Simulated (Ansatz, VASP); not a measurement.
One calculation of Ir, two programs

The input INCAR:

```
SYSTEM = Ir
PREC = Accurate ; ENCUT = 520
EDIFF = 1E-6 ; ISMEAR = -1
SIGMA = 0.1 ; LREAL = .False.
LASPH = .True. ; NELM = 60
ALGO = Normal ; ISIF = 2
LWAVE = .False. ; LCHARG = .True.
GGA = RE ; LELF = .True.
LVHAR = .True. ; NBANDS = 10
```

Contents of KPOINTS:

```
Automatic mesh
0
Gamma
  14 14 14
  0 0 0
```

POSCAR

```
Ir
1.0
    2.6484136816      0.0000000000      0.0000000000
    0.0000000000      2.6484136816      0.0000000000
    0.0000000000      0.0000000000      2.6484136816
Ir
1
Direct
    0.0000000000      0.0000000000      0.0000000000
```

Input for Ansatz:

```yaml
crystal:
  lattice:
    - [2.6484136816, 0.0, 0.0]
    - [0.0, 2.6484136816, 0.0]
    - [0.0, 0.0, 2.6484136816]
  atoms:
    - { symbol: Ir, position: [0.0, 0.0, 0.0] }
hamiltonian:
  xc: revpbe
  pseudopotentials:
    kind: paw
    azcp:
      Ir: "pseudopotentials/Ir.paw.azcp"
basis:
  ecutwfc: 420
  fft_grid_basis: typed
kpoints:
  mp_grid: { grid: [14, 14, 14], shift: [0, 0, 0] }
magnetization:
  spin_polarized: false
scf:
  occupations: { method: fermi_dirac, width: 0.1 }
  lower_state_search: "off"
output:
  stress: true
```

Alike in both runs: task single point; functional revPBE; k mesh 14 × 14 × 14; occupations fermi-dirac, width 0.1 eV; no spin polarisation.

```csv
,VASP,Ansatz
version,VASP 6.6.1,Ansatz 0.2.0
potentials or method,"VASP PAW PBE potentials, release 64 (Ir)","plane waves (420 eV) with PAW, scalar-relativistic"
plane-wave cutoff (eV),520,420
valence electrons in the cell,9,17
```

```tsv
	VASP	Ansatz	Ansatz less VASP
pressure (GPa)	-15.1	-15.1	-0.07
```

The two sets of potentials don't hold the same shells in valence.

Caveats: so large a pressure means that the cell lies far from this level's equilibrium, or that cutoff or potentials fall short (VASP); the potentials were made for another functional, which shifts forces and pressure (VASP). The runs have no spin-orbit coupling, so splittings on Ir are missing.
